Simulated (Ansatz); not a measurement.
**MoSi₂: enthalpy against pressure**

MoSi₂, I4/mmm, a = 3.190 Å, c = 7.821 Å. Ansatz: PBEsol, PAW, 420 eV, Γ-centred 18×18×18 mesh on 3 atoms, Gaussian smearing 0.10 eV; no spin polarisation. Cell and atoms are relaxed at each pressure, and no other structure is tried, so the rows at high pressure may lie past a change of phase. y is the enthalpy over the state at zero pressure; there V0 = 13.266 Å³/atom. The pressures are the targets, met within 0.02 GPa.

| P (GPa) | y (eV/atom) |
| --- | --- |
| -2.0 | -0.1664 |
| 0.0 | 0.0000 |
| 2.0 | 0.1648 |
| 5.0 | ? |
| 10.0 | 0.8104 |
| 20.0 | 1.5903 |
| 40.0 | 3.0772 |

**Question.** Fit y = c1 P + c2 P² + c3 P³ to the other rows, say what c1 and c2 mean, and predict the missing value.

**Answer.** Least squares on the rows shown. y = 0.082753 P − 0.00017845 P² + 8.2193×10⁻⁷ P³. Since dH/dP = V, c1 is V0: 0.082753 eV/GPa × 160.2 = 13.257 Å³ against 13.266; c2 = −V0/(2B0) gives B0 = 232 GPa, where a Birch–Murnaghan fit to the volumes of the same runs (not shown) gives 218 GPa: a cubic over this range folds the higher terms into c2. At P = 5.0 the fit asked for gives 0.4094 eV/atom. The run gave 0.4094 eV/atom, the same to the digits shown.

The mesh isn't the same in all rows (18×18×18, 20×20×20).